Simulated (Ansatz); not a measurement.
Si2Ni under changes of volume

One of the cells (13.166 Å³/atom); the others are scaled copies at fixed shape and fractional positions:

```
Ni Si
1.0
     0.00000    2.70300    2.70300
     2.70300    0.00000    2.70300
     2.70300    2.70300    0.00000
Ni Si
1 2
Direct
  0.00000 0.00000 0.00000
  0.75000 0.75000 0.75000
  0.25000 0.25000 0.25000
```

```yaml
Program: Ansatz 0.2.0
Functional: RPBE
Dispersion: D3(BJ)
Potentials_or_basis: Ansatz PAW
Cutoff: "420 eV (not typed: the program's choice for these potentials)"
k_mesh: 9 × 9 × 9
Occupations: fermi-dirac, width 0.15 eV
Spin: collinear spin, ferromagnetic start
Starting_moments: "[1.0, 0.0, 0.0] μB"
Hubbard_terms: Ni d U = 7 eV
```

| volume (Å³/atom) | energy over the lowest point (meV/atom) | pressure (GPa) |
| --- | --- | --- |
| 12.376 | 0.00 | -9.8 |
| 12.639 | ? | ? |
| 12.902 | 42.61 | -15.7 |
| 13.166 | 70.46 | -18.1 |
| 13.429 | 102.03 | -20.3 |
| 13.692 | 136.90 | -22.1 |
| 13.956 | 174.66 | -23.8 |

Question: What does the run at 12.639 Å³/atom give?

Answer: Energy over the lowest point 18.94 meV/atom; pressure -13.0 GPa.

Worked out: A Birch-Murnaghan fit of order 3 (a polynomial in V^(-2/3)) to the other rows has no minimum within the range. It gives 18.92 meV/atom at 12.639 Å³/atom, against the run's 18.94, and -dE/dV = -13.0 GPa, against -13.0.

Energies are extrapolated to zero smearing.

Caveats: the magnetic or orbital state may not be the lowest; pairwise dispersion overbinds metals, which lowers pressure and volume; the PAW data sets come from PBE, with cores solved anew for the run's functional, which leaves a small shift of forces and pressure; the U is typed as a test and isn't derived for this compound; the starting moments weren't kept.
